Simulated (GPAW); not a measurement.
Set up this calculation in GPAW 26.7.0, as an ASE script.

```
Task                           : band structure
Functional                     : TPSS
Dispersion                     : D4
Potentials or basis            : GPAW PAW data sets (gpaw-data 1.2.1)
Basis                          : fd
Grid spacing                   : 0.16 Å
k mesh                         : 15 × 15 × 15
Occupations                    : fermi-dirac, width 0.05 eV
Spin                           : collinear spin, random start
Starting moments               : [0.17] μB
older calculator (legacy_gpaw) : yes
Maxiter                        : 50
Band path                      : GXWKGLUWLK,UX
Band points                    : 80
```

The structure of Ag lies in Ag.xyz:

```xyz
1
Lattice="0.0000000000 2.0427500000 2.0427500000 2.0427500000 0.0000000000 2.0427500000 2.0427500000 2.0427500000 0.0000000000" Properties=species:S:1:pos:R:3 pbc="T T T"
Ag     0.0000000000      0.0000000000      0.0000000000
```

These files were run (other wordings do the same):

run.py

```python
from ase.calculators.mixing import SumCalculator
from ase.dft.bandgap import bandgap
from ase.io import read, write
from dftd4.ase import DFTD4
from gpaw import GPAW

atoms = read('Ag.xyz')
atoms.set_initial_magnetic_moments([0.17])

calc = GPAW(mode='fd',
            h=0.16,
            xc='MGGA_X_TPSS+MGGA_C_TPSS',
            kpts={'size': (15, 15, 15), 'gamma': True},
            occupations={'name': 'fermi-dirac', 'width': 0.05},
            nbands=18,
            convergence={'density': 1e-05, 'energy': 1e-05},
            maxiter=50,
            legacy_gpaw=True,
            txt='gpaw.txt')
atoms.calc = SumCalculator([calc, DFTD4(method='tpss')])
energy = atoms.get_potential_energy()
forces = atoms.get_forces()
calc.write('gs.gpw')
write('result.traj', atoms)
print(f'Energy: {energy:.6f} eV')
print('Forces (eV/A):')
print(forces.round(4))
print('Moments:', calc.get_magnetic_moments().round(3))
print('Fermi level:', round(calc.get_fermi_level(), 4), 'eV')
print(f'Gap: {bandgap(calc)[0]:.4f} eV, direct: {bandgap(calc, direct=True)[0]:.4f} eV')

path = atoms.cell.bandpath('GXWKGLUWLK,UX', npoints=80, eps=1e-4)
bs_calc = calc.fixed_density(kpts=path, symmetry='off', nbands=26,
                             convergence={'bands': 'CBM+6.0', 'eigenstates': 1e-6}, txt='bands.txt')
bs = bs_calc.band_structure()
bs.write('bs.json')
print(f'Gap on the path: {bandgap(bs_calc)[0]:.4f} eV')
```

Potentials or basis: GPAW PAW data sets (gpaw-data 1.2.1), fd.

Launch:

```console
$ OMP_NUM_THREADS=1 python run.py
```

Results of the run:

```yaml
Band_gap_along_the_path: none (metal or under the smearing width)
Net_moment: 0.00 μB per cell
Dispersion_energy_per_atom: -0.770 eV
```

Caveat: the real-space grid adds noise to forces; the PAW data sets were made with another functional, which shifts forces and pressure a little.

It took 9.6 min on 1 thread of Arm Neoverse V2, on a shared host, peak memory 0.9 GiB.
